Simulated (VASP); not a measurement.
**VASP 6.6.1, LDA single-point calculation, PtSe₂ (1T (CdI2) bulk)**

INCAR

```
ENCUT = 520
LWAVE = .FALSE.
IBRION = -1
ISIF = 2
EDIFF = 1E-7
NBANDS = 18
GGA = CA
NELM = 120
NSW = 0
LASPH = .TRUE.
PREC = Accurate
LCHARG = .FALSE.
LREAL = .FALSE.
ISMEAR = -1
SIGMA = 0.02
```

KPOINTS

```
KPOINTS created by Atomic Simulation Environment
0
Gamma
12 12 6
0 0 0
```

KPOINTS_OPT

```
special points
8
Reciprocal
0.0000000000 0.0000000000 0.0000000000 1
0.5000000000 0.0000000000 0.0000000000 1
0.3333333333 0.3333333333 0.0000000000 1
0.0000000000 0.0000000000 0.5000000000 1
0.5000000000 0.0000000000 0.5000000000 1
0.3333333333 0.3333333333 0.5000000000 1
0.3000000000 0.3000000000 0.0000000000 1
0.0000000000 0.2500000000 0.3333333333 1
```

POSCAR

```
Pt Se
 1.0000000000000000
     3.7286503664691817   -0.0000000000285391   -0.0000000000000000
    -1.8643251832098753    3.2291059392067378   -0.0000000000000000
    -0.0000000000000000   -0.0000000000000000    5.2771565732265966
 Pt  Se
   1   2
Cartesian
 -0.0000000000000000  0.0000000000000000  0.0000000000000000
  0.0000000000164769  2.1527372927949795  1.2993356843452306
  1.8643251832428294  1.0763686463832198  3.9778208888813680
```

VASP ran with the recommended LDA PAW datasets (22 valence electrons in the cell).

Command

```
mpirun -np 1 vasp_std
```

From OUTCAR

```
k-points           NKPTS =    100   k-points in BZ     NKDIM =    100   number of bands    NBANDS=     18

   NELECT =      22.0000    total number of electrons

   dimension x,y,z NGX =    28 NGY =   28 NGZ =   40
   dimension x,y,z NGXF=    56 NGYF=   56 NGZF=   80

  energy-cutoff  :      520.00
  volume of cell :       63.54
      direct lattice vectors                 reciprocal lattice vectors
     3.728650366 -0.000000000  0.000000000     0.268193556  0.154841622  0.000000000
    -1.864325183  3.229105939  0.000000000     0.000000000  0.309683243  0.000000000
     0.000000000  0.000000000  5.277156573     0.000000000  0.000000000  0.189495988

 k-points in reciprocal lattice and weights: KPOINTS created by Atomic Simulation Env
   0.00000000  0.00000000  0.00000000       0.001
   0.08333333  0.00000000  0.00000000       0.007
   0.16666667  0.00000000  0.00000000       0.007
   0.25000000  0.00000000  0.00000000       0.007
   0.33333333  0.00000000  0.00000000       0.007
   0.41666667  0.00000000  0.00000000       0.007
   0.50000000  0.00000000  0.00000000       0.003
   0.08333333  0.08333333  0.00000000       0.007
   ...

 E-fermi :   5.9507

 k-point     1 :       0.0000    0.0000    0.0000
  band No.  band energies     occupation
      1      -9.4658      2.00000
      2      -6.9909      2.00000
      3      -1.0085      2.00000
      4      -0.2927      2.00000
      5      -0.2927      2.00000
      6       2.0596      2.00000
      7       2.0596      2.00000
      8       3.3879      2.00000
      9       4.9646      2.00000
     10       4.9646      2.00000
     11       6.1538      0.00008
     12       7.4737      0.00000
     13       7.4737      0.00000
     14       9.7051      0.00000
     15       9.7973      0.00000
     16      13.2867      0.00000
     17      13.2867      0.00000
     18      17.5364      0.00000

 k-point     2 :       0.0833    0.0000    0.0000
  band No.  band energies     occupation
      1      -9.3898      2.00000
      2      -7.0152      2.00000
      3      -0.9170      2.00000
      4      -0.2530      2.00000
      5      -0.2455      2.00000
      6       1.9551      2.00000
      7       2.0059      2.00000
      8       3.2449      2.00000
      9       4.6791      2.00000
     10       4.9138      2.00000
     11       6.0285      0.04011
     12       7.2181      0.00000
     13       7.4605      0.00000
     14      10.2272      0.00000
     15      10.3054      0.00000
     16      12.9783      0.00000
     17      13.5500      0.00000
     18      16.3672      0.00000

 k-point     3 :       0.1667    0.0000    0.0000
  band No.  band energies     occupation
      1      -9.1702      2.00000
      2      -7.0838      2.00000
      3      -0.6586      2.00000
      4      -0.1255      2.00000
      5      -0.1170      2.00000
      6       1.5583      2.00000
      7       1.8897      2.00000
      8       2.8727      2.00000
      9       4.2602      2.00000
     10       4.7086      2.00000
     11       5.4570      2.00000
     12       7.1097      0.00000
     13       7.4984      0.00000
     14      10.9676      0.00000
     15      11.2443      0.00000
     16      12.8385      0.00000
     17      14.1696      0.00000
     18      14.8804      0.00000

 k-point     4 :       0.2500    0.0000    0.0000
  band No.  band energies     occupation
      1      -8.8331      2.00000
      2      -7.1859      2.00000
      3      -0.3341      2.00000
      4       0.0499      2.00000
      5       0.1335      2.00000
      6       0.8395      2.00000
      7       1.8156      2.00000
      8       2.5839      2.00000
      9       3.9305      2.00000
     10       4.3088      2.00000
     11       4.6657      2.00000
     12       7.1250      0.00000
     13       7.6569      0.00000
     14      10.7113      0.00000
     15      12.1482      0.00000
     16      13.5092      0.00000
     17      14.0854      0.00000
     18      14.3620      0.00000

 k-point     5 :       0.3333    0.0000    0.0000
  band No.  band energies     occupation
      1      -8.4275      2.00000
      2      -7.3134      2.00000
      3      -0.4413      2.00000
      4       0.1867      2.00000
      5       0.3945      2.00000
      6       0.6869      2.00000
      7       1.8963      2.00000
      8       2.4391      2.00000
      9       3.4637      2.00000
     10       3.7769      2.00000
     11       3.9964      2.00000
     12       6.9472      0.00000
     13       7.8725      0.00000
     14      10.4719      0.00000
     15      12.1366      0.00000
     16      13.2516      0.00000
     17      13.9090      0.00000
     18      14.7993      0.00000

 k-point     6 :       0.4167    0.0000    0.0000
  band No.  band energies     occupation
      1      -8.0259      2.00000
      2      -7.4738      2.00000
      3      -0.9825      2.00000
      4       0.2516      2.00000
      5       0.6188      2.00000
      6       1.3208      2.00000
      7       2.1852      2.00000
      8       2.3474      2.00000
      9       2.9517      2.00000
     10       3.2003      2.00000
     11       3.4050      2.00000
     12       6.7090      0.00000
     13       8.0454      0.00000
     14      10.4886      0.00000
     15      11.7250      0.00000
     16      12.9561      0.00000
     17      13.5262      0.00000
     18      16.0830      0.00000

 k-point     7 :       0.5000    0.0000    0.0000
  band No.  band energies     occupation
      1      -7.7119      2.00000
      2      -7.6890      2.00000
      3      -1.2136      2.00000
      4       0.2662      2.00000
      5       0.7712      2.00000
      6       1.6831      2.00000
      7       2.4100      2.00000
      8       2.5968      2.00000
      9       2.6512      2.00000
     10       2.6950      2.00000
     11       3.0322      2.00000
     12       6.6171      0.00000
     13       8.1101      0.00000
     14      10.5345      0.00000
     15      11.5413      0.00000
     16      12.8592      0.00000
     17      13.3886      0.00000
     18      16.9910      0.00000

 k-point     8 :       0.0833    0.0833    0.0000
  band No.  band energies     occupation
      1      -9.2420      2.00000
      2      -7.0615      2.00000
      3      -0.7404      2.00000
      4      -0.1738      2.00000
      5      -0.1559      2.00000
      6       1.8028      2.00000
      7       1.8203      2.00000
      8       2.9795      2.00000
      9       4.3719      2.00000
     10       4.6880      2.00000
     11       5.8046      1.99865
     12       7.2194      0.00000
     13       7.2509      0.00000
     14      10.9926      0.00000
     15      10.9964      0.00000
     16      12.5736      0.00000
     17      14.0800      0.00000
     18      15.2283      0.00000

 k-point     9 :       0.1667    0.0833    0.0000
  band No.  band energies     occupation
      1      -8.9632      2.00000
      2      -7.1455      2.00000
      3      -0.4243      2.00000
      4      -0.0215      2.00000
      5       0.0067      2.00000
      6       1.2447      2.00000
      7       1.6663      2.00000
      8       2.6773      2.00000
      9       4.0577      2.00000
     10       4.2010      2.00000
     11       5.4222      2.00000
     12       6.9953      0.00000
     13       7.4220      0.00000
     14      11.1829      0.00000
     15      11.9370      0.00000
     16      12.8806      0.00000
     17      14.1573      0.00000
     18      14.6547      0.00000

 k-point    10 :       0.2500    0.0833    0.0000
  band No.  band energies     occupation
      1      -8.5909      2.00000
      2      -7.2560      2.00000
      3      -0.1970      2.00000
      4       0.0533      2.00000
      5       0.3514      2.00000
      6       0.6165      2.00000
      7       1.6327      2.00000
      8       2.5353      2.00000
      9       3.5677      2.00000
     10       3.7800      2.00000
     11       4.8318      2.00000
     12       6.8882      0.00000
     13       7.5754      0.00000
     14      10.7116      0.00000
     15      12.6052      0.00000
     16      13.1095      0.00000
     17      13.8962      0.00000
     18      14.6872      0.00000

 k-point    11 :       0.3333    0.0833    0.0000
  band No.  band energies     occupation
      1      -8.1870      2.00000
      2      -7.3900      2.00000
      3      -0.6725      2.00000
      4       0.1423      2.00000
      5       0.6040      2.00000
      6       0.9409      2.00000
      7       1.7512      2.00000
      8       2.5162      2.00000
      9       3.0023      2.00000
     10       3.3296      2.00000
     11       4.2373      2.00000
     12       6.7183      0.00000
     13       7.6471      0.00000
     14      10.5059      0.00000
     15      12.3682      0.00000
     16      12.7170      0.00000
     17      14.2644      0.00000
     18      15.1014      0.00000

 ...

  Total       -1.1030926     -1.1030926     -1.5741842     -0.0000000      0.0000000      0.0000000
  in kB      -27.8156112    -27.8156112    -39.6946704     -0.0000000      0.0000000      0.0000000
  external PRESSURE =     -31.7752976 kB  Pullay stress =       0.0000000 kB

 POSITION                                       TOTAL-FORCE (eV/Angst)
 -----------------------------------------------------------------------------------
      0.00000      0.00000      0.00000        -0.000000      0.000000      0.000000
      0.00000      2.15274      1.29934         0.000000     -0.000000     -0.204385
      1.86433      1.07637      3.97782        -0.000000      0.000000      0.204385
 -----------------------------------------------------------------------------------
    total drift:                               -0.000000      0.000000     -0.000000

  FREE ENERGIE OF THE ION-ELECTRON SYSTEM (eV)
  ---------------------------------------------------
  free  energy   TOTEN  =       -17.0179536388 eV

  energy  without entropy=      -17.0168624035  energy(sigma->0) =      -17.01740802
```

| Item | Value |
| --- | --- |
| gap between bands v and c | -0.22 eV (bands overlap: a metal) |
| least direct gap | 0.57 eV |
| pressure | -3.2 GPa |
| largest force | 0.20 eV/Å |

Band v is the last that the valence electrons fill when counted band by band, and c is the next.

The run took about 37 s on one core of a shared host (Intel Xeon 6975P-C) and held 0.29 GiB at most.
